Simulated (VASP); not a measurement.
**HfB2 under changes of volume**

One of the cells (13.625 Å³/atom); the others are scaled copies at fixed shape and fractional positions:

```
Hf B
1.0
     0.00000    2.73407    2.73407
     2.73407    0.00000    2.73407
     2.73407    2.73407    0.00000
Hf B
1 2
Direct
  0.00000 0.00000 0.00000
  0.25000 0.25000 0.25000
  0.75000 0.75000 0.75000
```

The cell was built by a generator and needn't be a form met in nature.

```yaml
Program: VASP 6.6.1
Functional: PBE
Potentials_or_basis: VASP PAW PBE potentials, release 64 (Hf_pv, B)
Cutoff: 520 eV
k_mesh: 9 × 9 × 9
Occupations: fermi-dirac, width 0.05 eV
Spin: no spin polarisation
```

```tsv
volume (Å³/atom)	energy over the lowest point (meV/atom)	pressure (GPa)
12.556	23.15	9.7
12.824	9.94	6.3
13.091	?	?
13.625	0.00	-2.1
13.892	5.28	-4.4
14.159	14.34	-6.6
```

What does the run at 13.091 Å³/atom give?

Energy over the lowest point 1.90 meV/atom; pressure 3.3 GPa.

Worked out: A Birch-Murnaghan fit of order 3 (a polynomial in V^(-2/3)) to the other rows has its minimum at 13.41 Å³/atom with B0 = V·E''(V) = 131 GPa and B' = 3.0. It gives 1.97 meV/atom at 13.091 Å³/atom, against the run's 1.90, and -dE/dV = 3.3 GPa, against 3.3.

Energies are extrapolated to zero smearing.
